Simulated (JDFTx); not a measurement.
# BN (F-43m) in JDFTx: settings compared, part 2 of 2

JDFTx 1.7.0 (patched build).

### Step 4. Band structure, r2SCAN

Input file bands.in:

```
lattice \
    0.0000000000     1.8130010000     1.8130010000 \
    1.8130010000     0.0000000000     1.8130010000 \
    1.8130010000     1.8130010000     0.0000000000
latt-scale 1.889726124626 1.889726124626 1.889726124626
coords-type Lattice
ion N      0.2500000000     0.2500000000     0.2500000000 1
ion B      0.0000000000     0.0000000000     0.0000000000 1

ion-species pseudo/N.upf
ion-species pseudo/B.upf
elec-cutoff 50 400
elec-ex-corr mgga-x-r2scan mgga-c-r2scan
elec-smearing Fermi 0.0018374661
elec-n-bands 9
electronic-minimize nIterations 30 energyDiffThreshold 1e-06
davidson-band-ratio 1.3
forces-output-coords Cartesian
include path.kpoints
symmetries none
fix-electron-density run.$VAR

dump-name bands.$VAR
dump End Ecomponents EigStats BandEigs Kpoints Forces
```

Input file path.kpoints:

```
kpoint +0.0000000000 +0.0000000000 +0.0000000000 0.020000000000
kpoint +0.0714285714 +0.0000000000 +0.0714285714 0.020000000000
kpoint +0.1428571429 +0.0000000000 +0.1428571429 0.020000000000
kpoint +0.2142857143 +0.0000000000 +0.2142857143 0.020000000000
kpoint +0.2857142857 +0.0000000000 +0.2857142857 0.020000000000
kpoint +0.3571428571 +0.0000000000 +0.3571428571 0.020000000000
kpoint +0.4285714286 +0.0000000000 +0.4285714286 0.020000000000
kpoint +0.5000000000 +0.0000000000 +0.5000000000 0.020000000000
kpoint +0.5000000000 +0.0833333333 +0.5833333333 0.020000000000
kpoint +0.5000000000 +0.1666666667 +0.6666666667 0.020000000000
kpoint +0.5000000000 +0.2500000000 +0.7500000000 0.020000000000
kpoint +0.4375000000 +0.3125000000 +0.7500000000 0.020000000000
kpoint +0.3750000000 +0.3750000000 +0.7500000000 0.020000000000
kpoint +0.3281250000 +0.3281250000 +0.6562500000 0.020000000000
kpoint +0.2812500000 +0.2812500000 +0.5625000000 0.020000000000
kpoint +0.2343750000 +0.2343750000 +0.4687500000 0.020000000000
kpoint +0.1875000000 +0.1875000000 +0.3750000000 0.020000000000
kpoint +0.1406250000 +0.1406250000 +0.2812500000 0.020000000000
kpoint +0.0937500000 +0.0937500000 +0.1875000000 0.020000000000
kpoint +0.0468750000 +0.0468750000 +0.0937500000 0.020000000000
kpoint +0.0000000000 +0.0000000000 +0.0000000000 0.020000000000
kpoint +0.0833333333 +0.0833333333 +0.0833333333 0.020000000000
kpoint +0.1666666667 +0.1666666667 +0.1666666667 0.020000000000
kpoint +0.2500000000 +0.2500000000 +0.2500000000 0.020000000000
kpoint +0.3333333333 +0.3333333333 +0.3333333333 0.020000000000
kpoint +0.4166666667 +0.4166666667 +0.4166666667 0.020000000000
kpoint +0.5000000000 +0.5000000000 +0.5000000000 0.020000000000
kpoint +0.5250000000 +0.4500000000 +0.5250000000 0.020000000000
kpoint +0.5500000000 +0.4000000000 +0.5500000000 0.020000000000
kpoint +0.5750000000 +0.3500000000 +0.5750000000 0.020000000000
kpoint +0.6000000000 +0.3000000000 +0.6000000000 0.020000000000
kpoint +0.6250000000 +0.2500000000 +0.6250000000 0.020000000000
kpoint +0.5625000000 +0.2500000000 +0.6875000000 0.020000000000
kpoint +0.5000000000 +0.2500000000 +0.7500000000 0.020000000000
kpoint +0.5000000000 +0.2916666667 +0.7083333333 0.020000000000
kpoint +0.5000000000 +0.3333333333 +0.6666666667 0.020000000000
kpoint +0.5000000000 +0.3750000000 +0.6250000000 0.020000000000
kpoint +0.5000000000 +0.4166666667 +0.5833333333 0.020000000000
kpoint +0.5000000000 +0.4583333333 +0.5416666667 0.020000000000
kpoint +0.5000000000 +0.5000000000 +0.5000000000 0.020000000000
kpoint +0.4791666667 +0.4791666667 +0.5416666667 0.020000000000
kpoint +0.4583333333 +0.4583333333 +0.5833333333 0.020000000000
kpoint +0.4375000000 +0.4375000000 +0.6250000000 0.020000000000
kpoint +0.4166666667 +0.4166666667 +0.6666666667 0.020000000000
kpoint +0.3958333333 +0.3958333333 +0.7083333333 0.020000000000
kpoint +0.3750000000 +0.3750000000 +0.7500000000 0.020000000000
kpoint +0.6250000000 +0.2500000000 +0.6250000000 0.020000000000
kpoint +0.5833333333 +0.1666666667 +0.5833333333 0.020000000000
kpoint +0.5416666667 +0.0833333333 +0.5416666667 0.020000000000
kpoint +0.5000000000 +0.0000000000 +0.5000000000 0.020000000000
```

Potentials or basis: SG15-PBE-1.2 with smoothed tails.

On the command line:

```bash
$ jdftx -c 1 -i bands.in -o bands.out
```

The log of the run:

```text
*************** JDFTx 1.7.0 (patched build) ***************

Input parsed successfully to the following command list (including defaults):
[... the input with its defaults ...]

---------- Initializing the Grid ----------
R =
[            0      3.42608      3.42608  ]
[      3.42608            0      3.42608  ]
[      3.42608      3.42608            0  ]
unit cell volume = 80.4305
G =
[  -0.916965   0.916965   0.916965  ]
[   0.916965  -0.916965   0.916965  ]
[   0.916965   0.916965  -0.916965  ]
Minimum fftbox size, Smin = [  44  44  44  ]
Chosen fftbox size, S = [  48  48  48  ]

---------- Initializing tighter grid for wavefunction operations ----------
R =
[            0      3.42608      3.42608  ]
[      3.42608            0      3.42608  ]
[      3.42608      3.42608            0  ]
unit cell volume = 80.4305
G =
[  -0.916965   0.916965   0.916965  ]
[   0.916965  -0.916965   0.916965  ]
[   0.916965   0.916965  -0.916965  ]
Minimum fftbox size, Smin = [  32  32  32  ]
Chosen fftbox size, S = [  32  32  32  ]

---------- Exchange Correlation functional ----------
Initialized LibXC exchange functional 'Re-regularized SCAN exchange by Furness et al'
Initialized LibXC correlation functional 'Re-regularized SCAN correlation by Furness et al'

---------- Setting up pseudopotentials ----------
Width of ionic core gaussian charges (only for fluid interactions / plotting) set to 0

Reading pseudopotential file 'pseudo/N.upf':
  'N' pseudopotential, 'PBE' functional
  Generated using ONCVPSP code by D. R. Hamann
  5 valence electrons, 0 orbitals, 4 projectors, 602 radial grid points, with lMax = 1
  Core radius for overlap checks: 1.35 bohrs.

Reading pseudopotential file 'pseudo/B.upf':
  'B' pseudopotential, 'PBE' functional
  Generated using ONCVPSP code by D. R. Hamann
  3 valence electrons, 0 orbitals, 4 projectors, 602 radial grid points, with lMax = 1
  Core radius for overlap checks: 1.60 bohrs.

Initialized 2 species with 2 total atoms.

Folded 50 k-points by 1x1x1 to 50 k-points.

---------- Setting up k-points, bands, fillings ----------
No reducable k-points.
Computing the number of bands and number of electrons
Calculating initial fillings.
nElectrons:   8.000000   nBands: 9   nStates: 50

----- Setting up reduced wavefunction bases (one per k-point) -----
average nbasis = 1361.080 , ideal nbasis = 1358.219

---------- Setting up ewald sum ----------
Optimum gaussian width for ewald sums = 1.556064 bohr.
Real space sum over 1331 unit cells with max indices [  5  5  5  ]
Reciprocal space sum over 2197 terms with max indices [  6  6  6  ]

---------- Allocating electronic variables ----------
Reading n from file 'run.n' ... done
Reading tau from file 'run.tau' ... done
Initializing wave functions:  (No orbitals for LCAO)  bandwidth-limited random numbers

----------- Band structure minimization -------------
Minimization will be done independently for each quantum number.

---- Minimization of quantum number:     0  [ +0.0000000 +0.0000000 +0.0000000 ]  0.040000000 ----
BandDavidson: Iter:   0  Eband: +0.337409780891937
BandDavidson: Iter:   1  Eband: +0.229531862590725  dEband: -1.078779e-01
BandDavidson: Iter:   2  Eband: +0.210974757333899  dEband: -1.855711e-02
BandDavidson: Iter:   3  Eband: +0.208150376891017  dEband: -2.824380e-03
[... 623 lines of inner loops ...]
BandDavidson: Iter:   8  Eband: +0.201947023210148  dEband: -1.575863e-06
BandDavidson: Iter:   9  Eband: +0.201946747796957  dEband: -2.754132e-07
BandDavidson: Converged (dEband<1.000000e-06)
	FillingsUpdate:  mu: +0.457475208  nElectrons: 8.000000

Dumping 'bands.eigStats' ...
	eMin: -0.384580 at state 20 ( [ +0.000000 +0.000000 +0.000000 ] spin 0 )
	HOMO: +0.399089 at state 20 ( [ +0.000000 +0.000000 +0.000000 ] spin 0 )
	mu  : +0.457475
	LUMO: +0.581689 at state 7 ( [ +0.500000 +0.000000 +0.500000 ] spin 0 )
	eMax: +1.344924 at state 20 ( [ +0.000000 +0.000000 +0.000000 ] spin 0 )
	HOMO-LUMO gap: +0.182601
	Optical gap  : +0.348043 at state 20 ( [ +0.000000 +0.000000 +0.000000 ] spin 0 )
Done!
[note: mu, HOMO and LUMO in a band run belong to the points of the path alone and aren't those of the crystal]
```

Wall time 15 s (1 thread of Arm Neoverse V2, shared host); peak memory 0.1 GiB.

Results:

```
Band gap along the path : 4.97 eV, indirect (least direct gap 9.47 eV)
```

Levels at the corners of the path, in eV from the valence-band top:
| point | band 1 | band 2 | band 3 | band 4 | band 5 | band 6 | band 7 |
| --- | --- | --- | --- | --- | --- | --- | --- |
| Γ | -21.32 | 0.00 | 0.00 | 0.00 | 9.47 | 9.47 | 9.47 |
| X | -15.69 | -9.34 | -5.09 | -5.09 | 4.97 | 9.72 | 19.09 |
| W | -15.41 | -8.04 | -7.16 | -6.65 | 10.36 | 14.05 | 15.26 |
| K | -15.63 | -8.55 | -7.85 | -4.23 | 7.47 | 13.55 | 16.84 |
| Γ | -21.32 | 0.00 | 0.00 | 0.00 | 9.47 | 9.47 | 9.47 |
| L | -17.09 | -11.06 | -2.02 | -2.02 | 10.46 | 11.45 | 11.45 |
| U | -15.63 | -8.55 | -7.85 | -4.23 | 7.47 | 13.55 | 16.84 |
| W | -15.41 | -8.04 | -7.16 | -6.65 | 10.36 | 14.05 | 15.26 |
| L | -17.09 | -11.06 | -2.02 | -2.02 | 10.46 | 11.45 | 11.45 |
| K | -15.63 | -8.55 | -7.85 | -4.23 | 7.47 | 13.55 | 16.84 |
| U | -15.63 | -8.55 | -7.85 | -4.23 | 7.47 | 13.55 | 16.84 |
| X | -15.69 | -9.34 | -5.09 | -5.09 | 4.97 | 9.72 | 19.09 |

### Step 5. Comparison with measurements

Step 2. Measured gap of BN: 6.4 eV (indirect; 300 K; a printed reference work, monograph). This calculation gives 4.23 eV (-2.17 eV). The value is that of LDA, without temperature or zero-point motion. Semilocal functionals fall short of measured gaps as a rule. The cell is a database's relaxed one, not the measured one, which moves gaps too.

Step 3. Measured gap of BN: 6.4 eV (indirect; 300 K; a printed reference work, monograph). This calculation gives 4.29 eV (-2.11 eV). The value is that of PBEsol, without temperature or zero-point motion. Semilocal functionals fall short of measured gaps as a rule. The cell is a database's relaxed one, not the measured one, which moves gaps too.

Step 4. Measured gap of BN: 6.4 eV (indirect; 300 K; a printed reference work, monograph). This calculation gives 4.97 eV (-1.43 eV). The value is that of r2SCAN, without temperature or zero-point motion. The cell is a database's relaxed one, not the measured one, which moves gaps too.
